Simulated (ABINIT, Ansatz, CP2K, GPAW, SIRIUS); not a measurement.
# Al: programs and potentials compared

```xyz
2
Lattice="4.5467 0.0000 0.0000 -2.2734 3.9376 0.0000 0.0000 0.0000 2.7539" Properties=species:S:1:pos:R:3 pbc="T T T"
Al    0.0000    2.6251    1.3770
Al    2.2734    1.3125    1.3770
```

This isn't the form of Al at room conditions, which is fcc.

Alike in all runs: task single point; functional PBE; k mesh 7 × 7 × 10; occupations fermi-dirac, width 0.05 eV; no spin polarisation; no spin-orbit coupling. Pressure is positive in compression and, in plane waves, holds the error of the finite cutoff, which Ansatz's Pulay term estimates and takes out.

```csv
program and potentials,plane-wave cutoff (eV),notes,pressure (GPa)
"Ansatz, Ansatz PAW (earlier soft set)",420,Pulay term of +0.02 GPa included,-0.06
"ABINIT, JTH PAW PBE v2.0",408,-,-0.10
"CP2K, POTENTIAL_UZH Al GTH-PBE-q3; TZVP-MOLOPT-PBE-GTH basis",-,atomic basis,-0.04
"SIRIUS, PseudoDojo 0.4.1 PBE standard (scalar relativistic)",557,-,-0.16
"GPAW, GPAW PAW data sets (gpaw-data 1.2.1)",600,-,?
```

Task: Estimate from the other rows what the run with GPAW, GPAW PAW data sets (gpaw-data 1.2.1) gave.

Result: Pressure -0.01 GPa. The other rows, which needn't bracket it: pressure -0.16 to -0.04.
